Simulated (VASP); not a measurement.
Crystal: KF.

```
K F
1.0
     0.00000    2.84558    2.84558
     2.84558    0.00000    2.84558
     2.84558    2.84558    0.00000
K F
1 1
Direct
  0.00000 0.00000 0.00000
  0.25000 0.25000 0.25000
```

The cell was built by a generator and needn't be a form met in nature.

The cell isn't the ideal one: hydrostatic strain -3.1%.

Base run:

| Quantity | Value |
| --- | --- |
| Program | VASP 6.6.1 |
| Functional | PBE |
| Potentials or basis | VASP PAW PBE potentials, release 64 (K_sv, F) |
| Cutoff | 520 eV |
| k mesh | 8 × 8 × 8 |
| Occupations | fermi-dirac, width 0.02 eV |
| Spin | no spin polarisation |

Its results: band gap on the k mesh 5.41 eV, indirect (least direct gap 5.71 eV); pressure 3.8 GPa.

**Question.** The run is repeated on the same cell with these changes: functional from PBE to r2SCAN; occupations from fermi-dirac, width 0.02 eV to gaussian, width 0.01 eV. What comes out?

**Answer.** Band gap on the k mesh 5.97 eV, indirect (least direct gap 6.26 eV); pressure 2.8 GPa.

Caveats: the PAW data sets were made with another functional, which shifts forces and pressure a little (some runs).

A k mesh can miss the band edges.
